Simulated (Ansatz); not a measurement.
Ti, DFT, r2SCAN, PAW with Ansatz's default frozen-core files, scalar-relativistic (Ansatz 0.2.0), run on 1 thread of Arm Neoverse V2 on a shared host.

Structure from Materials Project entry mp-73 (possibly hypothetical), not relaxed further.

Command: `ansatz run input.yaml --threads 1 --pin off --max-ram 2048MiB --backend cpu --events-out ev --progress --plain --runs-dir out`

```yaml
crystal:
  lattice:
    - [-1.6258179727, 1.6258179727, 1.6258179727]
    - [1.6258179727, -1.6258179727, 1.6258179727]
    - [1.6258179727, 1.6258179727, -1.6258179727]
  atoms:
    - { symbol: Ti, position: [0.0, 0.0, 0.0] }
kpoints:
  mp_grid: { grid: [18, 18, 18] }
scf:
  occupations: { method: fermi_dirac, width: 0.05 }
hamiltonian:
  xc: r2scan
  pseudopotentials: { kind: paw }
output:
  forces: true
  stress: true
  eigenvalues: true
  efg: { contact_densities: true }
basis:
  ecutwfc: 350
```

Problem. How large is the problem that the program sets up?

Solution. 195 irreducible k-points, 249 plane waves at Γ, 10 bands.

Problem. About how long does it take?

Solution. 3.4 s of wall time for 6 SCF iterations. Times on shared machines scatter by tens of per cent.
